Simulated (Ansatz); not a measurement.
## Structure search for Mg₃Sn₂N₂

Method: DFT PBE, scalar-relativistic, plane waves, PAW in Ansatz. All cells share a 420 eV cutoff and Γ-centred k meshes spaced at most about 0.3 Å⁻¹ (about 0.25 or finer for metals, 2π included). No spin polarisation.

Formation energies are uncorrected and refer to the elements' standard structures at the same level (N₂ as a molecule). The references include grey tin.

All energies are static (0 K, no zero-point motion). Only the structures computed here compete, so a lower one can exist. The k mesh leaves some 4 meV/atom of noise in the energy of each metallic cell.

Invented guesses were relaxed alike, and ends that match in structure were merged. ΔE counts from the first row. Coordination counts Mg or Sn atoms around N (for each partner element, those within 1.25 times its shortest distance or 1.15 times the sum of covalent radii, where it is the nearest in units of that sum or under 1.3; a plus sign parts groups by distance over the sum of covalent radii).

```tsv
#	reached from	type and space group	atoms	Å³/atom	coordination	ΔE (meV/atom)	gap on mesh (eV)
1	a cell proposed by chemical analogy	P-3m1 (No. 164)	7	17.2	N 3+3	0	0.00
2	a cell proposed by chemical analogy	P-3m1 (No. 164)	7	17.4	N 6	8	0.00
3	a cell proposed by chemical analogy	R-3m (No. 166)	7	17.6	N 3+3	13	0.00
4	Mg2H2O3 type (P-3m1)	P-3m1 (No. 164)	7	18.1	N 5	65	0.00
```

The lowest: Space group P-3m1 (No. 164), trigonal, a = 3.321 Å, c = 12.619 Å. Mg on a site of symmetry -3m has 6 N at 2.34 Å and 6 Mg at 2.83 Å; around Mg on a site of symmetry 3m lie 3 N at 2.05 Å, 3 Mg at 2.83 Å, 6 Mg at 3.32 Å and 3 Sn at 3.39 Å; Sn has 9 Sn at 3.32–3.45 Å, 3 Mg at 3.39 Å and 1 N at 3.53 Å; N has 3 Mg at 2.05 Å, 3 Mg at 2.34 Å, 9 N at 3.30–3.32 Å, 1 Mg at 3.43 Å and 1 Sn at 3.53 Å. Its energy over the elements is −0.35 eV/atom. Whether it is stable depends on the other phases of the system, which aren't compared here. An observed structure of this formula, if there is one, may be missing.

```
Mg Sn N
1.0
     3.32126    0.00000    0.00000
    -1.66063    2.87630    0.00000
     0.00000    0.00000   12.61874
Mg Sn N
3 2 2
Direct
  0.00000 0.00000 0.00000
  0.66667 0.33333 0.16498
  0.33333 0.66667 0.83501
  0.33333 0.66667 0.38632
  0.66667 0.33333 0.61368
  0.33333 0.66667 0.10657
  0.66667 0.33333 0.89343
```

The second: Space group P-3m1 (No. 164), trigonal, a = 3.269 Å, c = 13.196 Å. Mg on a site of symmetry -3m is surrounded by 6 N at 2.32 Å and 6 Mg at 2.87 Å; Mg on a site of symmetry 3m has 3 N at 2.06 Å, 3 Mg at 2.87 Å, 6 Mg at 3.27 Å, 3 Sn at 3.50 Å and 1 N at 3.51 Å; Sn is surrounded by 1 Sn at 2.99 Å, 6 Sn at 3.27 Å and 3 Mg at 3.50 Å; around N lie 3 Mg at 2.06 Å and 3 Mg at 2.32 Å. Counting Mg or Sn atoms around N, the first has N 3+3 and the second has N 6. Cells relaxed within their symmetry can be saddle points. Some structure types and database cells were kept out of the candidates from the start, so a known form may be missing.
